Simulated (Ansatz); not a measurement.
## LiNbO₃: computed properties

All numbers below come from DFT r2SCAN, scalar-relativistic, plane waves, PAW (Ansatz).

Plane waves to 500 eV, a k mesh through Γ of 6×6×6 on the computed 10-atom cell and Gaussian smearing (0.02 eV); no spin polarisation.

The structure is relaxed at this level of theory with its symmetry kept.

```
Li Nb O
1.0
     2.56879    1.48309    4.62789
    -2.56879    1.48309    4.62789
     0.00000   -2.96618    4.62789
Li Nb O
2 2 6
Cartesian
  0.0000 0.0000 3.9162
  0.0000 0.0000 10.8580
  0.0000 0.0000 0.0019
  0.0000 0.0000 6.9437
  -0.6526 -1.4378 5.5054
  1.5714 0.1538 5.5054
  -0.9189 1.2840 5.5054
  -1.6499 -0.1991 7.8193
  0.6526 1.5284 7.8193
  0.9974 -1.3293 7.8193
```

| Quantity | Value |
| --- | --- |
| Space group | R3c (No. 161) |
| Volume per atom | 10.58 Å³ |
| Formation energy from the elements' standard states (uncorrected) | -2.797 eV/atom |
| Generalised Kohn–Sham band gap | 4.00 eV, indirect from (0.146, 0.146, 0.146) to (0.000, 0.380, -0.380) (the valley at (-0.107, 0.000, -0.107) lies within 0.03 eV, so the order isn't resolved) |
| Löwdin character of the top 1 eV of the valence band | O 2p 94 % |
| Löwdin character of the lowest 1 eV of the conduction band | Nb 4d 76 %, O 2p 19 % |
| Electron masses at the edge by Cartesian direction of the computed cell, whose vectors are (2.569, 1.483, 4.628), (-2.569, 1.483, 4.628), (0.000, -2.966, 4.628) Å (m_e; degenerate bands sorted by energy; no spin-orbit coupling) | x: 1.4; y: 1.1; z: 0.92 |
| Hole masses at the edge by Cartesian direction of the computed cell, whose vectors are (2.569, 1.483, 4.628), (-2.569, 1.483, 4.628), (0.000, -2.966, 4.628) Å (m_e; degenerate bands sorted by energy; no spin-orbit coupling) | x: 2.6, 1.1; y: 2.5, 1.1; z: 3.8, 3.8 |
| Bulk modulus | 115 GPa |
| Its pressure derivative | 5.5 |
| Bader charges (e) | Li (2 in the cell) 0.91, Nb (2 in the cell) 2.87, O (6 in the cell) -1.26 |

Cost: 8 runs of about 43 core-minutes in all, on Intel Xeon Processor @ 2.50GHz (Skylake/Cascade Lake) (shared hosts).